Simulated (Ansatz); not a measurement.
Relaxed GeO2 (rutile):

```xyz
6
Lattice="4.4875 0.0000 0.0000 0.0000 4.4875 0.0000 0.0000 0.0000 2.9050" Properties=species:S:1:pos:R:3 pbc="T T T"
Ge     0.0000     0.0000     0.0000
Ge     2.2438     2.2438     1.4525
O      1.3783     1.3783     0.0000
O      3.6221     0.8654     1.4525
O      0.8654     3.6221     1.4525
O      3.1092     3.1092     0.0000
```

A phonon eigenvector at Γ is frozen into this cell: atom i moves by Q times the vector below, so Q is the largest atomic displacement, in Å. The cell is held.

```json
[
 {"atom": "O3", "x": "-0.707", "y": "0.707", "z": "0.000"},
 {"atom": "O4", "x": "-0.707", "y": "-0.707", "z": "0.000"},
 {"atom": "O5", "x": "0.707", "y": "0.707", "z": "0.000"},
 {"atom": "O6", "x": "0.707", "y": "-0.707", "z": "0.000"}
]
```

Atoms not listed stay in place.

These are PBE (plane waves to 420 eV, PAW, scalar-relativistic; Ansatz, a quantum-chemistry and plane-wave program) values and carry that method's errors. k mesh 8×8×11 (Γ-centred), Fermi-Dirac smearing 0.05 eV. E stands for the smeared free energy. GeO2 was relaxed with its symmetry unable to fall. ΔE is measured from the undisplaced structure.

```
Q (Å)   ΔE (meV/cell)
------  -------------
-0.180          101.6
-0.120           41.8
-0.060            9.9
0.000             0.0
0.060             9.9
0.120            41.8
0.180           101.6
```

Task: Which DFPT wavenumber at Γ belongs to this mode?
A. 272 cm⁻¹
B. 331 cm⁻¹
C. 152 cm⁻¹
D. 429 cm⁻¹

Result: C, 152 cm⁻¹. The curvature of the scan gives 152 cm⁻¹

(A displaced cell: forces are minus the slopes of the energy, force constants its curvatures, and phonons follow from these.)
